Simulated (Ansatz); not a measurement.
# C (Fd-3m, 2 atoms in the cell) under uniaxial strain along [001], part 2 of 3

Aim: how do the optical modes of C (Fd-3m, 2 atoms in the cell) shift and split under this strain?

Ansatz 0.2.0; DFT PBE, scalar-relativistic, plane waves, PAW; PAW set soft_1.

So far. Step 3 (Tight relaxation): The forces vanish by symmetry and the pressure is 0.000 GPa, within the tolerances set. The cell now holds 5.70 Å³/atom.

### Step 4. Zone-centre response at rest

The modes at rest are the reference of the series, and the response to a field gives the dielectric tensor and the Born charges.

input.yaml

```yaml
crystal:
  lattice:
    - [0.0, 1.7858145694, 1.7858145694]
    - [1.7858145694, 0.0, 1.7858145694]
    - [1.7858145694, 1.7858145694, 0.0]
  atoms:
    - { symbol: C, position: [0.5, 0.5, 0.5] }
    - { symbol: C, position: [0.75, 0.75, 0.75] }
kpoints:
  mp_grid: { grid: [12, 12, 12] }
hamiltonian:
  xc: pbe
  pseudopotentials: { kind: paw, azcp: { folder: soft_1 } }
scf:
  occupations: { method: fixed }
output:
  eigenvalues: true
phonons:
  method: dfpt
  dielectric: true
  rigid_motions: translations
```

The run is started by

```console
$ ansatz run input.yaml --threads 4 --pin off --max-ram 10240MiB --backend cpu --events-out ev --progress --plain --runs-dir out
```

Numbers of over 12 decimals in the logs are rounded to 6 here.

The program printed:

```text
[...]
Crystal: 2 atoms, lattice volume = 11.390 Å³
Basis set: ecut = 420 eV, 229 PW (Γ), exchange–correlation on 40×40×40 points (8 copies of the dense FFT grid, shifted against one another)
Bands: 8, of which v1, the nominal top of the filled ones, is band 4 counted from 1 (3 counted from 0)
Symmetry: 48 space group operations
k-points: 280 of 1728 (irreducible under 4 space group operations, time reversal used)
[...]
SCF iter   1: F=—  HF=-502.161659 eV  |F-HF|=—  |Δ(HF+E_count)|=         —  Δρ=1.38e-1  dr2=1.53e0  ethr=3.10e-3  ⟨swp⟩=3.9  Hψ=12901  notcnv=0  defer=468
[...]
SCF iter   7: F=-501.614732 eV  HF=-501.614732 eV  |F-HF|=1.88e-12  |Δ(HF+E_count)|=  9.37e-11  Δρ=7.52e-7  dr2=2.52e-11  ethr=1.25e-12  ⟨swp⟩=6.6  Hψ=11384  notcnv=0
SCF 1 converged in 7 iterations: F = -501.614732 eV  dr2 = 2.52e-11
[...]
NSCF: frozen V_eff on 1 k-points
DFPT response loops at Γ: preconditioner auto → none (the input reference at scf.mixing.eps_inf says where Resta's filter doesn't serve); β = 0.50; Broyden in place of MSR1
── the response to a field inside a basis, on 12×12×12 k-points: an SCF that follows is theirs, and a resumed run solves both again ──
Bands: 5, of which v1, the nominal top of the filled ones, is band 4 counted from 1 (3 counted from 0)
k-points: 182 of 1728 (irreducible under 12 space group operations)
[...]
Eigensolver: Dense (182 Hₖ)
SCF iter   1: F=—  HF=-501.616800 eV  |F-HF|=—  |Δ(HF+E_count)|=         —  Δρ=4.27e-4  dr2=2.69e-6  ethr=1.00e-1
[...]
SCF iter   3: F=-501.616805 eV  HF=-501.616805 eV  |F-HF|=2.80e-9  |Δ(HF+E_count)|=   1.48e-6  Δρ=8.95e-6  dr2=1.46e-9  ethr=8.14e-9
SCF 1 converged in 3 iterations: F = -501.616805 eV  dr2 = 1.46e-9
[...]
SCF converged after 7 iterations
Free energy (F): -501.614732 eV
[...]
Internal energy: -501.614732 eV  (E = F + TS)
E sigma→0 (E₀):  -501.614732 eV
Fermi energy:    13.272965 eV
[...]
--- Band table (eV; the first three rows and the last of 280) ---
[...]
--- Phonons (Γ-DFPT): 1 representative perturbation + reference, on 280 of 1728 k-points (Σ response iterations 3) ---
  k mesh reduced under 4 symmetry operations, with k and −k counted as one. Each operation leaves every solved perturbation unchanged. A smaller set is not considered because the run solves the response to a homogeneous field
  ASR residual: 2.232e-5 → 0.000e0 eV/Å²; symmetrization residual: 6.611e-14 eV/Å²
  ASR residual per site (eV/Å²): 2.23e-5 2.23e-5
  Γ frequencies (cm⁻¹): 0.00 0.00 0.00 1289.06 1289.06 1289.06
  ε∞ (high-frequency dielectric tensor):
        5.850564    -0.000000    -0.000000
       -0.000000     5.850564     0.000000
       -0.000000     0.000000     5.850564
  ε⁰ (static dielectric tensor: ions relaxed, cell fixed):
        5.850564    -0.000000    -0.000000
       -0.000000     5.850564     0.000000
       -0.000000     0.000000     5.850564
  ε⁰ − ε∞ (ionic part):
        0.000000    -0.000000    -0.000000
       -0.000000     0.000000     0.000000
       -0.000000     0.000000     0.000000
  softest optical mode at Γ: 1289.06 cm⁻¹; the repairs (sum rule, projections) moved no ω² at Γ by more than (0.71 cm⁻¹)²
  Born effective charges Z* (e; rows j = field, columns β = displacement):
    site 0:
        -0.00000   -0.00000    0.00000
         0.00000    0.00000   -0.00000
         0.00000    0.00000    0.00000
    site 1:
         0.00000    0.00000   -0.00000
        -0.00000   -0.00000    0.00000
        -0.00000   -0.00000   -0.00000
  Z* charge neutrality: 5.819e-4 e pre-enforcement
  solved inside a basis spanned on kpoints, on 12×12×12 k-points, its susceptibility summed on 16×16×16: ε∞ is read to err by 1.6e-2, Z* by 4.4e-3 e (field_mesh: kpoints solves on kpoints)
  optical modes at Γ without the LO–TO term, one row a degenerate level:
      ω (cm⁻¹)  modes    IR ((D/Å)²/amu)
       1289.06      3             0.0000
  optical modes at Γ + LO–TO along q̂ = [1.0000, 0.0000, 0.0000]:
      ω (cm⁻¹)  modes    IR ((D/Å)²/amu)
       1289.06      3             0.0000
  optical modes at Γ + LO–TO along q̂ = [0.0000, 1.0000, 0.0000]:
      ω (cm⁻¹)  modes    IR ((D/Å)²/amu)
       1289.06      3             0.0000
  optical modes at Γ + LO–TO along q̂ = [0.0000, 0.0000, 1.0000]:
      ω (cm⁻¹)  modes    IR ((D/Å)²/amu)
       1289.06      3             0.0000
```

Run time: 14 s. Hardware: 4 threads of Intel Xeon at 2.50GHz (Skylake/Cascade Lake), shared host; peak memory 0.46 GiB; 46 s of CPU time.

Numbers from this step:

```yaml
sum_rule_residual_before_enforcement: 2.23e-5 eV/Å²
miss_of_the_charge_sum_rule: 5.82e-4 e
estimated_error_of_the_dielectric_tensor: 0.01581
estimated_error_of_the_born_charges: 0.004436 e
point_group: m-3m
highest_optical_mode_at_the_zone_centre_no_lo_to_term: 1289 cm⁻¹
lowest_optical_zone_centre_mode: 1289 cm⁻¹
mean_high_frequency_dielectric_constant: 5.851
largest_born_charge_third_of_the_trace: 0 e
mean_static_dielectric_constant: 5.851
top_of_the_zone_centre_spectrum_with_the_field: 1289 cm⁻¹
```

Patterns of degenerate modes are one choice out of their space. Modes at Γ:

```csv
mode,frequency (cm⁻¹),symmetry
1,0.0,acoustic
2,0.0,acoustic
3,0.0,acoustic
4,1289.1,T2g
5,1289.1,T2g
6,1289.1,T2g
```

Displacements in mode 4 (1289.1 cm⁻¹), the largest set to 1:
```
C1   0.00  0.00 -1.00
C2   0.00  0.00  1.00
```

Optical modes at the zone centre, without and with the macroscopic field of the longitudinal modes; each column is sorted by frequency, so a row need not hold one and the same mode. Modes with and without the field, by row:

```csv
rank among optical modes,no field (cm⁻¹),"q along (1, 0, 0) (cm⁻¹)"
1,1289,1289
2,1289,1289
3,1289,1289
```

The Born charge (rows field, columns displacement) vanishes on all sites.

High-frequency dielectric tensor:

```
5.85 0.00 0.00
0.00 5.85 0.00
0.00 0.00 5.85
```

Static dielectric tensor (ions relaxed, fixed cell):

```
5.85 0.00 0.00
0.00 5.85 0.00
0.00 0.00 5.85
```

Before it was imposed, the acoustic sum rule was missed by 2.2e-5 eV/Å² and the charge sum rule by 5.8e-4 e. Small misses are needed for a sound result but don't prove that mesh and cutoff are converged. The lowest optical mode is real, 1289 cm⁻¹.

### Step 5. A member of the series: uniaxial strain of +4 % along [001]

The cell takes a uniaxial strain of +4 % along [001]. The strained length and the angles are held, while the rest of the cell and the atoms relax.

input.yaml, the sections that differ from step 4:

```yaml
crystal:
  lattice:
    - [0.0, 1.7810849959, 1.8572471522]
    - [1.7810849959, 0.0, 1.8572471522]
    - [1.7810849959, 1.7810849959, 0.0]
  atoms:
    - { symbol: C, position: [0.5, 0.5, 0.5] }
    - { symbol: C, position: [0.75, 0.75, 0.75] }
  conventional_axes: [[-1, 1, 1], [1, -1, 1], [1, 1, -1]]
output:
  forces: true
  stress: true
  eigenvalues: true
relax:
  adjacent_minimum: "off"
  f_tol: 0.001
  max_steps: 60
  cell: { stress_tol: 0.01, fix: [c, angles] }
# kpoints, hamiltonian, scf: as in step 4
# phonons: removed
```

The program printed:

```text
[...]
Crystal: 2 atoms, lattice volume = 11.783 Å³
Basis set: ecut = 420 eV, 247 PW (Γ), exchange–correlation on 36×36×36 points (8 copies of the dense FFT grid, shifted against one another)
Bands: 8, of which v1, the nominal top of the filled ones, is band 4 counted from 1 (3 counted from 0)
Symmetry: 16 space group operations
[...]
k-points: 163 of 1728
[...]
P = ⅓ Tr σ = -13.2072 GPa (-132.072 kbar)
--- Band table (eV; the first three rows and the last of 163) ---
[...]
--- Relaxed structure (4 steps of the walk, 4 accepted, 2 SCFs on fresh bases) ---
[...]
cell:  # Å, volume = 11.7678 Å³
    - [0.0, 1.779911, 1.8572471522]
    - [1.779911, 0.0, 1.8572471522]
    - [1.779911, 1.779911, 0.0]
  atoms:
    - { symbol: C, position: [0.5, 0.5, 0.500000] }
    - { symbol: C, position: [0.75, 0.75, 0.750000] }
[key lines of the parts left out:]
SCF converged after 3 iterations
Free energy (F): -501.558013 eV
Fermi energy:    12.912740 eV
```

Run time: 5.8 s. Hardware: 4 threads; peak memory 0.31 GiB; 18 s of CPU time.

Little changed from the start: no atom moved by 0.005 Å and no cell edge by 0.1 %.

This step gave:

```yaml
pressure: -13.21 GPa
gap_on_the_k_mesh: 3.554 eV
volume_per_atom: 5.884 Å³
```

The forces vanish by symmetry.

### Step 6. Zone-centre modes of the member: uniaxial strain of +4 % along [001]

The zone-centre modes follow for uniaxial strain of +4 % along [001], with the response to a field.

input.yaml, the sections that differ from step 5:

```yaml
crystal:
  lattice:
    - [0.0, 1.7799109273, 1.8572471522]
    - [1.7799109273, 0.0, 1.8572471522]
    - [1.7799109273, 1.7799109273, 0.0]
  atoms:
    - { symbol: C, position: [0.5, 0.5, 0.5] }
    - { symbol: C, position: [0.75, 0.75, 0.75] }
output:
  eigenvalues: true
phonons:
  method: dfpt
  dielectric: true
  rigid_motions: translations
# kpoints, hamiltonian, scf: as in step 5
# relax: removed
```

The program printed:

```text
[...]
Crystal: 2 atoms, lattice volume = 11.768 Å³
Basis set: ecut = 420 eV, 247 PW (Γ), exchange–correlation on 40×40×40 points (8 copies of the dense FFT grid, shifted against one another)
Bands: 8, of which v1, the nominal top of the filled ones, is band 4 counted from 1 (3 counted from 0)
Symmetry: 16 space group operations
k-points: 868 of 1728 (irreducible under 1 space group operation, time reversal used)
[...]
SCF iter   1: F=—  HF=-502.050460 eV  |F-HF|=—  |Δ(HF+E_count)|=         —  Δρ=1.30e-1  dr2=1.41e0  ethr=3.10e-3  ⟨swp⟩=3.9  Hψ=39734  notcnv=0  defer=1579
[...]
SCF iter   7: F=-501.558013 eV  HF=-501.558013 eV  |F-HF|=5.68e-14  |Δ(HF+E_count)|=  8.96e-11  Δρ=5.29e-7  dr2=1.36e-11  ethr=1.25e-12  ⟨swp⟩=6.7  Hψ=35425  notcnv=0
SCF 1 converged in 7 iterations: F = -501.558013 eV  dr2 = 1.36e-11
[...]
Bands: 5, of which v1, the nominal top of the filled ones, is band 4 counted from 1 (3 counted from 0)
k-points: 468 of 1728 (irreducible under 4 space group operations)
[...]
Eigensolver: Dense (468 Hₖ)
SCF iter   1: F=—  HF=-501.560045 eV  |F-HF|=—  |Δ(HF+E_count)|=         —  Δρ=4.14e-4  dr2=2.58e-6  ethr=1.00e-1
[...]
SCF iter   3: F=-501.560050 eV  HF=-501.560050 eV  |F-HF|=2.93e-9  |Δ(HF+E_count)|=   1.53e-6  Δρ=8.95e-6  dr2=1.50e-9  ethr=7.78e-9
SCF 1 converged in 3 iterations: F = -501.560050 eV  dr2 = 1.50e-9
[...]
SCF converged after 7 iterations
Free energy (F): -501.558013 eV
[...]
Internal energy: -501.558013 eV  (E = F + TS)
E sigma→0 (E₀):  -501.558013 eV
Fermi energy:    12.912737 eV
[...]
--- Band table (eV; the first three rows and the last of 868) ---
[...]
--- Phonons (Γ-DFPT): 2 representative perturbations + reference, on 868 of 1728 k-points (Σ response iterations 6) ---
  k mesh reduced under 1 symmetry operation, with k and −k counted as one. Each operation leaves every solved perturbation unchanged. A smaller set is not considered because the run solves the response to a homogeneous field
  ASR residual: 3.944e-5 → 0.000e0 eV/Å²; symmetrization residual: 5.697e-7 eV/Å²
  ASR residual per site (eV/Å²): 3.94e-5 3.94e-5
  Γ frequencies (cm⁻¹): 0.00 0.00 0.00 1222.18 1255.52 1255.52
  ε∞ (high-frequency dielectric tensor):
        5.754786     0.000000     0.000000
        0.000000     5.754786     0.000000
        0.000000     0.000000     6.261702
  ε⁰ (static dielectric tensor: ions relaxed, cell fixed):
        5.754786     0.000000     0.000000
        0.000000     5.754786     0.000000
        0.000000     0.000000     6.261702
  ε⁰ − ε∞ (ionic part):
        0.000000     0.000000     0.000000
        0.000000     0.000000     0.000000
        0.000000     0.000000     0.000000
[...]
Born effective charges Z* (e; rows j = field, columns β = displacement):
    site 0:
         0.00000    0.00000    0.00000
         0.00000    0.00000    0.00000
         0.00000    0.00000    0.00000
    site 1:
         0.00000    0.00000    0.00000
         0.00000    0.00000    0.00000
         0.00000    0.00000    0.00000
  Z* charge neutrality: 6.621e-4 e pre-enforcement
[...]
optical modes at Γ without the LO–TO term, one row a degenerate level:
      ω (cm⁻¹)  modes    IR ((D/Å)²/amu)
       1222.18      1             0.0000
       1255.52      2             0.0000
  optical modes at Γ + LO–TO along q̂ = [1.0000, 0.0000, 0.0000]:
      ω (cm⁻¹)  modes    IR ((D/Å)²/amu)
       1222.18      1             0.0000
       1255.52      2             0.0000
  optical modes at Γ + LO–TO along q̂ = [0.0000, 1.0000, 0.0000]:
      ω (cm⁻¹)  modes    IR ((D/Å)²/amu)
       1222.18      1             0.0000
       1255.52      2             0.0000
  optical modes at Γ + LO–TO along q̂ = [0.0000, 0.0000, 1.0000]:
      ω (cm⁻¹)  modes    IR ((D/Å)²/amu)
       1222.18      1             0.0000
       1255.52      2             0.0000
```

It took 36 s on 4 threads; peak memory 0.77 GiB.

Numbers from this step:

* sum-rule residual before enforcement: 3.94e-5 eV/Å²
* miss of the charge sum rule: 6.62e-4 e
* estimated error of the dielectric tensor: 0.01711
* estimated error of the Born charges: 0.004497 e
* point group: 4/mmm
* highest optical mode at the zone centre (no LO-TO term): 1256 cm⁻¹
* lowest optical zone-centre mode: 1222 cm⁻¹
* mean high-frequency dielectric constant: 5.924
* mean static dielectric constant: 5.924
* top of the zone-centre spectrum with the field: 1256 cm⁻¹

Patterns of degenerate modes are one choice out of their space. Modes at Γ:

```csv
mode,frequency (cm⁻¹),symmetry
1,0.0,acoustic
2,0.0,acoustic
3,0.0,acoustic
4,1222.2,B1g
5,1255.5,Eg
6,1255.5,Eg
```

The lowest optical mode is real, 1222 cm⁻¹, and the highest lies at 1255.5 cm⁻¹.

### Step 7. A member of the series: uniaxial strain of -4 % along [001]

The cell takes a uniaxial strain of -4 % along [001]. The strained length and the angles are held, while the rest of the cell and the atoms relax.

input.yaml, the sections that differ from step 6:

```yaml
crystal:
  lattice:
    - [0.0, 1.7924446676, 1.7143819866]
    - [1.7924446676, 0.0, 1.7143819866]
    - [1.7924446676, 1.7924446676, 0.0]
  atoms:
    - { symbol: C, position: [0.5, 0.5, 0.5] }
    - { symbol: C, position: [0.75, 0.75, 0.75] }
  conventional_axes: [[-1, 1, 1], [1, -1, 1], [1, 1, -1]]
output:
  forces: true
  stress: true
  eigenvalues: true
relax:
  adjacent_minimum: "off"
  f_tol: 0.001
  max_steps: 60
  cell: { stress_tol: 0.01, fix: [c, angles] }
# kpoints, hamiltonian, scf: as in step 6
# phonons: removed
```

The program printed:

```text
[...]
Crystal: 2 atoms, lattice volume = 11.016 Å³
Basis set: ecut = 420 eV, 213 PW (Γ), exchange–correlation on 36×36×36 points (8 copies of the dense FFT grid, shifted against one another)
Bands: 8, of which v1, the nominal top of the filled ones, is band 4 counted from 1 (3 counted from 0)
Symmetry: 16 space group operations
[...]
k-points: 163 of 1728
[...]
P = ⅓ Tr σ = 13.9668 GPa (139.668 kbar)
--- Band table (eV; the first three rows and the last of 163) ---
[...]
--- Relaxed structure (4 steps of the walk, 4 accepted, 2 SCFs on fresh bases) ---
[...]
cell:  # Å, volume = 11.0489 Å³
    - [0.0, 1.795105, 1.7143819866]
    - [1.795105, 0.0, 1.7143819866]
    - [1.795105, 1.795105, 0.0]
  atoms:
    - { symbol: C, position: [0.500000, 0.500000, 0.500000] }
    - { symbol: C, position: [0.750000, 0.750000, 0.750000] }
[key lines of the parts left out:]
SCF converged after 4 iterations
Free energy (F): -501.555191 eV
Fermi energy:    14.279836 eV
```

Run time: 5.5 s. Hardware: 4 threads; peak memory 0.31 GiB; 16 s of CPU time.

(Part 2 of 3 ends here.)

[Logs are printed without paths, hosts, clocks, repeated set-up lines and the standing remarks that a program may print on its own settings, such as how far it seeks lower states.]

[Hosts, paths, dates, database ids (printed as entryN), source tags and the programs' standing remarks are cut or masked in the printed files.]
